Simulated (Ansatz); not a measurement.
GeTe (alpha-GeTe type, space group R3m)

```yaml
crystal:
  lattice:
    - [2.11355, 1.22026, 3.64003]
    - [-2.11355, 1.22026, 3.64003]
    - [0.00000, -2.44052, 3.64003]
  atoms:
    - { symbol: Ge, position: [0.23425, 0.23425, 0.23425] }
    - { symbol: Te, position: [0.76575, 0.76575, 0.76575] }
```

The slice is a (-1 1 0 4) plane (indices of the conventional cell) through the point (0.234, 0.234, 0.234) (fractional), spanned by u = [1 0 -1] and v = [1 -1 1] in vectors of this cell: u (4.23 Å) and v (6.09 Å, at 90° to u). It covers one period; positions are fractions (u, v).

These are PBE (plane waves to 420 eV, PAW, scalar-relativistic; Ansatz, a first-principles code) values and carry that method's errors. k mesh 10×10×10. Near the nuclei the fields are pseudised (PAW); where an atom keeps semicore shells as valence, they peak there. GeTe was relaxed with its symmetry unable to fall. Spin-orbit coupling is left out, though Te is heavy. The PAW data are Ansatz's earlier set.

Problem. Predict the map of the electron localisation function (ELF) on the slice.

Solution. 
```tsv
v \ u	0.00	0.16	0.32	0.47	0.63	0.79	0.95
0.96	x	0.43	0.33	0.12	0.20	0.48	x
0.86	0.46	0.42	0.15	0.06	0.09	0.36	0.46
0.75	0.67	0.54	0.15	0.02	0.07	0.42	0.66
0.64	0.32	0.50	0.48	0.05	0.26	0.57	0.36
0.54	x	0.34	0.59	0.08	0.39	0.49	x
0.43	0.33	0.52	0.53	0.06	0.29	0.60	0.36
0.32	0.63	0.53	0.15	0.02	0.07	0.42	0.62
0.21	0.40	0.26	0.06	0.03	0.04	0.17	0.39
0.11	0.46	0.54	0.26	0.09	0.15	0.51	0.49
0.00	x	0.42	0.36	0.13	0.22	0.50	x
```

Values: electron localisation function (ELF). Points within 0.5 Å of a nucleus are blanked (x), as the pseudised field means little there.
